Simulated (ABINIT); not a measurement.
# InP (F-43m) in ABINIT: further runs

Runs on InP. Level: PBEsol. Tasks: single point, relaxation of cell and atoms.

All numbers are computed with ABINIT 10.8.3 (patched build); they aren't measurements. Logs are shortened: lines on timing, memory, paths and dates and some standing lists are left out, and cuts for length are marked. The log counts tension as positive stress, the text compression.

**Measured values to compare with.**

From a printed reference work, data compilation, for a bulk crystal of InP at 1.6 K: band gap 1.4236 eV (direct).

The runs below are set against these values where they give the same quantity.

### Step 1. The crystal as given

Symmetry: F-43m, No. 216, cubic system. Conventional cell: a = 5.861 Å, b = 5.861 Å, c = 5.861 Å, α = 90.00°, β = 90.00°, γ = 90.00°. In (site symmetry -43m) has 4 P at 2.54 Å as nearest neighbours. P (site symmetry -43m) is surrounded by 4 In at 2.54 Å.

### Step 2. Single point, PBEsol

Input file run.abi:

```
pp_dirpath "./"
pseudos "In.upf, P.upf"

acell 7.83169184 7.83169184 7.83169184
rprim
     0.0000000000     0.7071067812     0.7071067812
     0.7071067812     0.0000000000     0.7071067812
     0.7071067812     0.7071067812     0.0000000000
ntypat 2
znucl 49 15
natom 2
typat 1 2
xred
     0.0000000000     0.0000000000     0.0000000000
     0.7500000000     0.7500000000     0.7500000000

ecut 843.552974 eV

kptopt 1
ngkpt 6 6 6
nshiftk 1
shiftk 0.0 0.0 0.0

ixc -116133

nband 13
occopt 3
tsmear 0.05 eV

nstep 100
tolvrs 1.0e-10

iomode 3
prtwf 0
prteig 0
prtebands 0
enunit 2
prtden 1
prtvha 1
prtvclmb 1
prtpot 1
prtelf 1
```

Potentials or basis: PseudoDojo NC SR PBEsol v0.4.1 standard.

On the command line:

```
abinit run.abi > log 2>&1
```

run.abo:

```text
.Version 10.8.3 of ABINIT
 Symmetries : space group F-4 3 m (#216); Bravais cF (face-center cubic)
================================================================================
 Values of the parameters that define the memory need of the present run
     intxc =       0    ionmov =       0      iscf =       7    lmnmax =       6
     lnmax =       6     mgfft =      40  mpssoang =       3    mqgrid =    3001
     natom =       2  nloc_mem =       1    nspden =       1   nspinor =       1
    nsppol =       1      nsym =      24    n1xccc =    2501    ntypat =       2
    occopt =       3   xclevel =       2
       mpw =        2822          nfft =       64000          nkpt =          16
================================================================================
================================================================================

--------------------------------------------------------------------------------
------------- Echo of variables that govern the present computation ------------
--------------------------------------------------------------------------------
 -outvars: echo values of preprocessed input variables --------
            acell      7.8316918400E+00  7.8316918400E+00  7.8316918400E+00 Bohr
              amu      1.14820000E+02  3.09737620E+01
             ecut      3.10000000E+01 Hartree
           enunit           2
              ixc     -116133
         kptrlatt        6    0    0      0    6    0      0    0    6
          kptrlen      4.69901510E+01
            natom           2
            nband          13
            ngfft          40      40      40
             nkpt          16
            nstep         100
             nsym          24
           ntypat           2
           occopt           3
        prtebands           0
           prteig           0
           prtelf           1
           prtpot           1
         prtvclmb           1
           prtvha           1
            prtwf           0
            rprim      0.0000000000E+00  7.0710678120E-01  7.0710678120E-01
                       7.0710678120E-01  0.0000000000E+00  7.0710678120E-01
                       7.0710678120E-01  7.0710678120E-01  0.0000000000E+00
          spgroup         216
           tolvrs      1.00000000E-10
           tsmear      1.83746611E-03 Hartree
            typat      1  2
           xangst      0.0000000000E+00  0.0000000000E+00  0.0000000000E+00
                       4.3957499971E+00  4.3957499971E+00  4.3957499971E+00
            xcart      0.0000000000E+00  0.0000000000E+00  0.0000000000E+00
                       8.3067636125E+00  8.3067636125E+00  8.3067636125E+00
             xred      0.0000000000E+00  0.0000000000E+00  0.0000000000E+00
                       7.5000000000E-01  7.5000000000E-01  7.5000000000E-01
            znucl       49.00000   15.00000

================================================================================

 chkinp: Checking input parameters for consistency.

================================================================================
== DATASET  1 ==================================================================

--- !DatasetInfo
iteration_state: {dtset: 1, }
dimensions: {natom: 2, nkpt: 16, mband: 13, nsppol: 1, nspinor: 1, nspden: 1, mpw: 2822, }
cutoff_energies: {ecut:  31.0, pawecutdg:  -1.0, }
electrons: {nelect:   1.80000000E+01, charge:   0.00000000E+00, occopt:   3.00000000E+00, tsmear:   1.83746611E-03, }
meta: {optdriver: 0, ionmov: 0, optcell: 0, iscf: 7, paral_kgb: 0, }
...

 Real(R)+Recip(G) space primitive vectors, cartesian coordinates (Bohr,Bohr^-1):
 R(1)=  0.0000000  5.5378424  5.5378424  G(1)= -0.0902879  0.0902879  0.0902879
 R(2)=  5.5378424  0.0000000  5.5378424  G(2)=  0.0902879 -0.0902879  0.0902879
 R(3)=  5.5378424  5.5378424  0.0000000  G(3)=  0.0902879  0.0902879 -0.0902879
 Unit cell volume ucvol=  3.3966576E+02 bohr^3
 Angles (23,13,12)=  6.00000000E+01  6.00000000E+01  6.00000000E+01 degrees

 getcut: wavevector=  0.0000  0.0000  0.0000  ngfft=  40  40  40
         ecut(hartree)=     31.000   => boxcut(ratio)=   2.03779

--- Pseudopotential description ------------------------------------------------
- pspini: atom type   1  psp file is ./In.upf
12 -116133 2 -1 1940                          pspcod,pspxc,lmax,lloc,mmax
     nproj     2     2     2

- pspini: atom type   2  psp file is ./P.upf
12 -116133 2 -1 1298                          pspcod,pspxc,lmax,lloc,mmax
     nproj     2     2     2

   5.84856983E+02                                ecore*ucvol(ha*bohr**3)
--------------------------------------------------------------------------------

================================================================================

--- !BeginCycle
iteration_state: {dtset: 1, }
solver: {iscf: 7, nstep: 100, nline: 4, wfoptalg: 0, }
tolerances: {tolvrs: 1.00E-10, }
...

     iter   Etot(hartree)      deltaE(h)  residm     vres2
 ETOT  1  -72.523346458154    -7.252E+01 5.428E-01 2.436E+02
 ETOT  2  -73.210736611131    -6.874E-01 1.188E-02 1.226E+02
 ETOT  3  -73.232052646259    -2.132E-02 4.345E-03 5.914E+00
 ETOT  4  -73.233000536340    -9.479E-04 2.355E-03 9.431E-02
 ETOT  5  -73.233014427024    -1.389E-05 4.521E-04 1.602E-02
 ETOT  6  -73.233016632988    -2.206E-06 2.746E-04 3.757E-03
 ETOT  7  -73.233017367994    -7.350E-07 4.270E-05 1.176E-05
 ETOT  8  -73.233017371601    -3.607E-09 3.308E-05 2.819E-07
 ETOT  9  -73.233017371684    -8.228E-11 4.944E-06 3.099E-07
 ETOT 10  -73.233017371743    -5.993E-11 8.168E-06 5.858E-09
 ETOT 11  -73.233017371746    -2.530E-12 2.067E-06 1.358E-10
 ETOT 12  -73.233017371741     4.533E-12 3.616E-06 2.736E-11

 At SCF step   12       vres2   =  2.74E-11 < tolvrs=  1.00E-10 =>converged.

 Compute ELF
--------------------------------------------------------------------------------

 Compute kinetic energy density

 Compute gradient of the electron density
 Electron Localization Function (ELF) [min:0;max:1]
)     Maximum=    8.9790E-01  at reduced coord.    0.8250    0.8250    0.8500
)     Minimum=    5.9544E-08  at reduced coord.    0.7500    0.7500    0.7500
   Integrated=    1.0705E+02

--------------------------------------------------------------------------------
 End of ELF section

 Cartesian components of stress tensor (hartree/bohr^3)
  sigma(1 1)= -4.85146304E-06  sigma(3 2)=  0.00000000E+00
  sigma(2 2)= -4.85146304E-06  sigma(3 1)=  0.00000000E+00
  sigma(3 3)= -4.85146304E-06  sigma(2 1)=  0.00000000E+00

--- !ResultsGS
iteration_state: {dtset: 1, }
comment   : Summary of ground state results
lattice_vectors:
- [  0.0000000,   5.5378424,   5.5378424, ]
- [  5.5378424,   0.0000000,   5.5378424, ]
- [  5.5378424,   5.5378424,   0.0000000, ]
lattice_lengths: [   7.83169,    7.83169,    7.83169, ]
lattice_angles: [ 60.000,  60.000,  60.000, ] # degrees, (23, 13, 12)
lattice_volume:   3.3966576E+02
convergence: {deltae:  4.533E-12, res2:  2.736E-11, residm:  3.616E-06, diffor: null, }
etotal    :  -7.32330174E+01
entropy   :   0.00000000E+00
fermie    :   1.75585291E-01
cartesian_stress_tensor: # hartree/bohr^3
- [ -4.85146304E-06,   0.00000000E+00,   0.00000000E+00, ]
- [  0.00000000E+00,  -4.85146304E-06,   0.00000000E+00, ]
- [  0.00000000E+00,   0.00000000E+00,  -4.85146304E-06, ]
pressure_GPa:   1.4273E-01
xred      :
- [  0.0000E+00,   0.0000E+00,   0.0000E+00, In]
- [  7.5000E-01,   7.5000E-01,   7.5000E-01,  P]
cartesian_forces: # hartree/bohr
- [ -0.00000000E+00,  -0.00000000E+00,  -0.00000000E+00, ]
- [ -0.00000000E+00,  -0.00000000E+00,  -0.00000000E+00, ]
force_length_stats: {min:   0.00000000E+00, max:   0.00000000E+00, mean:   0.00000000E+00, }
...

 Integrated electronic density in atomic spheres:
 ------------------------------------------------
 Atom  Sphere_radius  Integrated_density
    1        2.00000          9.91922012
    2        2.00000          2.76529676
================================================================================

 ----iterations are completed or convergence reached----

 Mean square residual over all n,k,spin=   35.254E-09; max=  36.159E-07
 reduced coordinates (array xred) for    2 atoms
       0.000000000000      0.000000000000      0.000000000000
       0.750000000000      0.750000000000      0.750000000000
 rms dE/dt=  0.0000E+00; max dE/dt=  0.0000E+00; dE/dt below (all hartree)
    1       0.000000000000      0.000000000000      0.000000000000
    2       0.000000000000      0.000000000000      0.000000000000

 cartesian coordinates (angstrom) at end:
    1      0.00000000000000     0.00000000000000     0.00000000000000
    2      4.39574999711065     4.39574999711065     4.39574999711065

 cartesian forces (hartree/bohr) at end:
    1     -0.00000000000000    -0.00000000000000    -0.00000000000000
    2     -0.00000000000000    -0.00000000000000    -0.00000000000000
 frms,max,avg= 0.0000000E+00 0.0000000E+00   0.000E+00  0.000E+00  0.000E+00 h/b

 cartesian forces (eV/Angstrom) at end:
    1     -0.00000000000000    -0.00000000000000    -0.00000000000000
    2     -0.00000000000000    -0.00000000000000    -0.00000000000000
 frms,max,avg= 0.0000000E+00 0.0000000E+00   0.000E+00  0.000E+00  0.000E+00 e/A
 length scales=  7.831691840000  7.831691840000  7.831691840000 bohr
              =  4.144352841731  4.144352841731  4.144352841731 angstroms
 Fermi (or HOMO) energy (hartree) =   0.17559   Average Vxc (hartree)=  -0.35346
 Eigenvalues (hartree) for nkpt=  16  k points:
 kpt#   1, nband= 13, wtk=  0.00463, kpt=  0.0000  0.0000  0.0000 (reduced coord)
  -0.35924   -0.35924   -0.35924   -0.35363   -0.35363   -0.26102    0.16334    0.16334
   0.16334    0.18579    0.31073    0.31073    0.31073
      occupation numbers for kpt#   1
   2.00000    2.00000    2.00000    2.00000    2.00000    2.00000    1.99745    1.99745
   1.99745    0.00773    0.00000    0.00000    0.00000
 prteigrs : prtvol=0 or 1, do not print more k-points.

 Fermi (or HOMO) energy (eV) =   4.77792   Average Vxc (eV)=  -9.61821
 Eigenvalues (   eV  ) for nkpt=  16  k points:
 kpt#   1, nband= 13, wtk=  0.00463, kpt=  0.0000  0.0000  0.0000 (reduced coord)
  -9.77530   -9.77530   -9.77530   -9.62287   -9.62287   -7.10270    4.44467    4.44467
   4.44467    5.05555    8.45542    8.45542    8.45542
 prteigrs : prtvol=0 or 1, do not print more k-points.

--- !EnergyTerms
iteration_state     : {dtset: 1, }
comment             : Components of total free energy in Hartree
kinetic             :  4.43131064106066E+01
hartree             :  1.83656101660910E+01
xc                  : -2.18780307811451E+01
Ewald energy        : -4.48602020972325E+01
psp_core            :  1.72186027092374E+00
local_psp           : -5.72136980681533E+01
non_local_psp       : -1.36816623336616E+01
internal            : -7.32330164325712E+01
'-kT*entropy'       : -9.39170268583418E-07
total_energy        : -7.32330173717415E+01
total_energy_eV     : -1.99277192166109E+03
band_energy         : -3.62411908425230E+00
...

 Cartesian components of stress tensor (hartree/bohr^3)
  sigma(1 1)= -4.85146304E-06  sigma(3 2)=  0.00000000E+00
  sigma(2 2)= -4.85146304E-06  sigma(3 1)=  0.00000000E+00
  sigma(3 3)= -4.85146304E-06  sigma(2 1)=  0.00000000E+00

-Cartesian components of stress tensor (GPa)         [Pressure=  1.4273E-01 GPa]
- sigma(1 1)= -1.42734970E-01  sigma(3 2)=  0.00000000E+00
- sigma(2 2)= -1.42734970E-01  sigma(3 1)=  0.00000000E+00
- sigma(3 3)= -1.42734970E-01  sigma(2 1)=  0.00000000E+00

== END DATASET(S) ==============================================================
================================================================================

 -outvars: echo values of variables after computation  --------
            acell      7.8316918400E+00  7.8316918400E+00  7.8316918400E+00 Bohr
           etotal     -7.3233017372E+01
            fcart     -0.0000000000E+00 -0.0000000000E+00 -0.0000000000E+00
                      -0.0000000000E+00 -0.0000000000E+00 -0.0000000000E+00
            rprim      0.0000000000E+00  7.0710678120E-01  7.0710678120E-01
                       7.0710678120E-01  0.0000000000E+00  7.0710678120E-01
                       7.0710678120E-01  7.0710678120E-01  0.0000000000E+00
           strten     -4.8514630384E-06 -4.8514630384E-06 -4.8514630384E-06
                       0.0000000000E+00  0.0000000000E+00  0.0000000000E+00
           xangst      0.0000000000E+00  0.0000000000E+00  0.0000000000E+00
                       4.3957499971E+00  4.3957499971E+00  4.3957499971E+00
             xred      0.0000000000E+00  0.0000000000E+00  0.0000000000E+00
                       7.5000000000E-01  7.5000000000E-01  7.5000000000E-01
 Calculation completed.
```

Run time: 17 s. Hardware: 1 thread of Arm Neoverse V2, shared host; peak memory 0.08 GiB.

What came out:

```
Free energy                                           : -1992.7719 eV
Pressure                                              : 0.1 GPa
Band gap on the k mesh                                : 0.61 eV, direct
Valence electrons inside the program's atomic spheres : In 9.92; P 2.77
```

Caveat: spin-orbit coupling is left out, which moves the levels of the heavy elements.

(Continued in part 2 of 2.)
